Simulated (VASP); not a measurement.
# Cu (P-1) in VASP: single point with PBE

Aim: the single point of Cu with PBE.

Program: VASP 6.6.1. These are calculated values, not measurements. Logs are shortened: lines on timing, memory, paths and dates and some standing lists are left out, and cuts for length are marked.

**1. The cell of the first run**

The typed cell holds 1 atom: a = 11.047 Å, b = 2.386 Å, c = 22.172 Å, α = 90.78°, β = 102.16°, γ = 87.97°.

**2. Single point, PBE (strained and moved within a subgroup)**

INCAR reads:

```
SYSTEM = Cu
PREC     = Accurate       ! precision mode
ENCUT    = 520            ! plane-wave cutoff, eV
EDIFF    = 1E-6           ! SCF threshold, eV
ISMEAR   = 0              ! smearing method
SIGMA    = 0.02           ! smearing width, eV
LREAL    = .False.        ! projectors in reciprocal space
LASPH    = .True.         ! aspherical terms in the spheres
NELM     = 100            ! most SCF steps
ALGO     = Fast           ! electronic algorithm
ISIF     = 2              ! what is computed and relaxed
LWAVE    = .False.        ! write WAVECAR
LCHARG   = .False.        ! write CHGCAR
GGA      = PE             ! functional
NBANDS   = 12             ! bands
```

KPOINTS reads:

```
regular mesh
0
Gamma
  4 12 2
  0 0 0
```

POSCAR reads:

```
Cu
1.0
   11.0443859107      0.2058348178     -0.0727768974
    0.0398177933      2.3853073992     -0.0076323033
   -4.5235187465     -0.1559011042     21.7046728841
Cu
1
Direct
    0.5000000000      0.5000000000      0.5000000000
```

Potentials or basis: VASP PAW PBE potentials, release 64 (Cu).

The run is started by

```bash
$ cat potpaw_PBE.64/Cu/POTCAR > POTCAR
$ mpirun -np 1 vasp_std > vasp.out
```

OUTCAR:

```text
SYSTEM = Cu
   PREC = Accurate
   ENCUT = 520
   EDIFF = 1E-6
   ISMEAR = 0
   LREAL = .False.
   LASPH = .True.
   NELM = 100
   ISIF = 2
   GGA = PE

 ion  position               nearest neighbor table
   1  0.500  0.500  0.500-

  LATTYP: Found a triclinic cell.
 ALAT       =    11.3833235648
 B/A-ratio  =     1.9847833461
 C/A-ratio  =     0.2095742873
 COS(alpha) =     0.0039638657
 COS(beta)  =     0.2438678368
 COS(gamma) =     0.2747737436

  Lattice vectors:

 A1 = ( -11.0842037040,  -2.5911422170,   0.0804092007)
 A2 = (  -6.5208671642,  -0.0499337136, -21.6318959867)
 A3 = (  -0.0398177933,  -2.3853073992,   0.0076323033)

Analysis of symmetry for initial positions (statically):
=====================================================================
 Subroutine PRICEL returns:
 Original cell was already a primitive cell.

 Routine SETGRP: Setting up the symmetry group for a
 triclinic supercell.

 Subroutine GETGRP returns: Found  2 space group operations
 (whereof  2 operations were pure point group operations)
 out of a pool of  2 trial point group operations.

The static configuration has the point symmetry S_2 .

Analysis of symmetry for dynamics (positions and initial velocities):
=====================================================================
 Subroutine PRICEL returns:
 Original cell was already a primitive cell.

 Routine SETGRP: Setting up the symmetry group for a
 triclinic supercell.

 Subroutine GETGRP returns: Found  2 space group operations
 (whereof  2 operations were pure point group operations)
 out of a pool of  2 trial point group operations.

The dynamic configuration has the point symmetry S_2 .

 Subroutine INISYM returns: Found  2 space group operations
 (whereof  2 operations are pure point group operations),
 and found     1 'primitive' translations

----------------------------------------------------------------------------------------

                                     Primitive cell

  volume of cell :     570.8247

  direct lattice vectors                    reciprocal lattice vectors
    11.044385911  0.205834818 -0.072776897     0.090695315 -0.001453524  0.018891570
     0.039817793  2.385307399 -0.007632303    -0.007806655  0.419367926  0.001385249
[... 84 lines left out ...]
   LREAL  =      F    real-space projection
   EDIFFG = 0.1E-04   stopping-criterion for IOM
   NSW    =      0    number of steps for IOM
   IBRION =     -1    ionic relax: 0-MD 1-quasi-New 2-CG
   NFREE  =      0    steps in history (QN), initial steepest desc. (CG)
   ISIF   =      2    stress and relaxation
   ISYM   =      2    0-nonsym 1-usesym 2-fastsym
   POTIM  = 0.5000    time-step for ionic-motion
   TEBEG  =    0.0;   TEEND  =   0.0 temperature during run
   PSTRESS=    0.0 pullay stress
   NELECT =      11.0000    total number of electrons
   NUPDOWN=      -1.0000    fix difference up-down
   EMIN   =  10.00;   EMAX   =-10.00  energy-range for DOS
   EFERMI =   0.00;   METHOD = LEGACY
   ISMEAR =     0;   SIGMA  =   0.02  broadening in eV -4-tet -1-fermi 0-gaus
   EFERMI_NEDOS =   21; number of points for ismear=-14 and -15
   IALGO  =     68    algorithm
   IMIX   =      4    mixing-type and parameters
     AMIX     =   0.40;   BMIX     =  1.00
     AMIX_MAG =   1.60;   BMIX_MAG =  1.00
  volume/ion in A,a.u.               =     570.82      3852.12
  Fermi-wavevector in a.u.,A,eV,Ry     =   0.438906  0.829412  2.621005  0.192638
  Thomas-Fermi vector in A             =   1.412666
   LORBIT       =      0    0 simple, 1 ext, 2 COOP (PROOUT), +10 PAW based schemes
   GGA     = PE    functional components
   LHFCALC =     F    Hartree Fock is set to
   AEXX    =    0.0000 exact exchange contribution
   IVDW    =     0    specifies the selected vdW correction
   LEPSILON=     F    determine dielectric tensor
   LRPA    =     F    only Hartree local field effects (RPA)
 non-spin polarized calculation
 RMM-DIIS sequential band-by-band and
 Gauss-broadening in eV      SIGMA  =   0.02
  energy-cutoff  :      520.00
  volume of cell :      570.82
 maximum number of plane-waves:     15482
 NGX is ok and might be reduce to    84
   NGX = 41   NGY =  9   NGZ = 83

 number of electron      10.9999997 magnetization

 Free energy of the ion-electron system (eV)
  ---------------------------------------------------
  ext. energy  EPLUGINS =         0.00000000
  ---------------------------------------------------
  free energy    TOTEN  =        -1.71884662 eV

  energy without entropy =       -1.71588882  energy(sigma->0) =       -1.71736772

 E-fermi :  -5.1025     XC(G=0):  -0.7909

 val. band max:       -5.1098032880   @ k =   0.5000   0.2500   0.0000
 cond. band min:      -4.0360749057   @ k =   0.0000   0.3333   0.0000
 fundamental gap:      1.0737283823
 Fermi energy:        -5.1024653748

 k-point     1 :       0.0000    0.0000    0.0000
  band No.  band energies     occupation
      1      -7.9649      2.00000
      2      -5.8983      2.00000
      3      -5.7552      2.00000
      4      -5.7552      2.00000
      5      -5.1144      1.60159
      6      -5.1144      1.60114
      7      -1.9441      0.00000
      8      -1.9298      0.00000
      9      -0.0147      0.00000
     10       0.4153      0.00000
     11       0.5062      0.00000
     12       0.9552      0.00000
[... 331 lines left out ...]
 k-point    24 :       0.0000    0.5000    0.0000
  band No.  band energies     occupation
      1      -6.4860      2.00000
      2      -6.4860      2.00000
      3      -5.4510      2.00000
      4      -5.4510      2.00000
      5      -5.1645      1.99999
      6      -1.0494      0.00000
      7       1.3102      0.00000
      8       4.3643      0.00000
      9       4.3731      0.00000
     10       5.8321      0.00000
     11       5.8985      0.00000
     12       6.4452      0.00000

 [... further k-points ...]
[... 5 lines left out ...]
  --------------------------------------------------------------------------------------
  -------------------------------------------------------------------------------------
  Total        0.0102183     -0.8852388      0.0114225     -0.0152179      0.0030757     -0.0000635
  in kB        0.0286806     -2.4846674      0.0320603     -0.0427132      0.0086329     -0.0001782
  external PRESSURE =      -0.8079755 kB  Pullay stress =       0.0000000 kB

 VOLUME and BASIS-vectors are now :
 -----------------------------------------------------------------------------
  energy-cutoff  :      520.00
  volume of cell :      570.82
      direct lattice vectors                 reciprocal lattice vectors
    11.044385911  0.205834818 -0.072776897     0.090695315 -0.001453524  0.018891570
     0.039817793  2.385307399 -0.007632303    -0.007806655  0.419367926  0.001385249
    -4.523518746 -0.155901104 21.704672884     0.000301361  0.000142594  0.046136859

 POSITION                                       TOTAL-FORCE (eV/Angst)
 -----------------------------------------------------------------------------------
      3.28034      1.21762     10.81213        -0.000000      0.000000      0.000000
 -----------------------------------------------------------------------------------
    total drift:                                0.000000     -0.000000     -0.000000

  FREE ENERGIE OF THE ION-ELECTRON SYSTEM (eV)
  ---------------------------------------------------
  free  energy   TOTEN  =        -1.7188466200 eV

  energy  without entropy=       -1.7158888203  energy(sigma->0) =       -1.71736772
```

stdout:

```text
POSCAR found type information on POSCAR Cu
 POSCAR found :  1 types and       1 ions
 scaLAPACK will be used
 LDA part: xc-table for (Slater+PW92), standard interpolation
 POSCAR, INCAR and KPOINTS ok, starting setup
 FFT: planning ... GRIDC
 FFT: planning ... GRID_SOFT
 FFT: planning ... GRID
 WAVECAR not read
 entering main loop
```

Wall time 6.8 min (1 thread of Intel Xeon Platinum 8488C (Sapphire Rapids), shared host); peak memory 0.78 GiB.

Results:

```
Free energy            : -1.7188 eV
Pressure               : -0.1 GPa
Band gap on the k mesh : none (metal or under the smearing width)
```

Stress tensor (GPa, compression positive):
```
 0.00  0.00  0.00
 0.00 -0.25  0.00
 0.00  0.00  0.00
```

Levels at points of the mesh, in eV from the Fermi level:
```tsv
k point	band 2	band 3	band 4	band 5	band 6	band 7	band 8	band 9	band 10	band 11
(0.00, 0.00, 0.00)	-0.80	-0.65	-0.65	-0.01	-0.01	3.16	3.17	5.09	5.52	5.61
(0.50, 0.00, 0.00)	-0.80	-0.65	-0.65	-0.01	-0.01	3.15	3.16	5.44	5.61	5.65
(0.00, 0.50, 0.00)	-1.38	-0.35	-0.35	-0.06	4.05	6.41	9.47	9.48	10.93	11.00
(0.50, 0.50, 0.00)	-1.38	-0.35	-0.35	-0.06	4.05	6.41	9.46	9.47	10.89	10.95
(0.00, 0.00, 0.50)	-0.80	-0.65	-0.65	-0.01	-0.01	3.16	3.17	5.11	5.38	5.81
(0.50, 0.00, 0.50)	-0.80	-0.65	-0.65	-0.01	-0.01	3.15	3.16	5.45	5.63	5.63
(0.00, 0.50, 0.50)	-1.38	-0.35	-0.35	-0.06	4.05	6.41	9.47	9.48	10.93	11.00
(0.50, 0.50, 0.50)	-1.38	-0.35	-0.35	-0.06	4.05	6.41	9.46	9.47	10.89	10.95
```
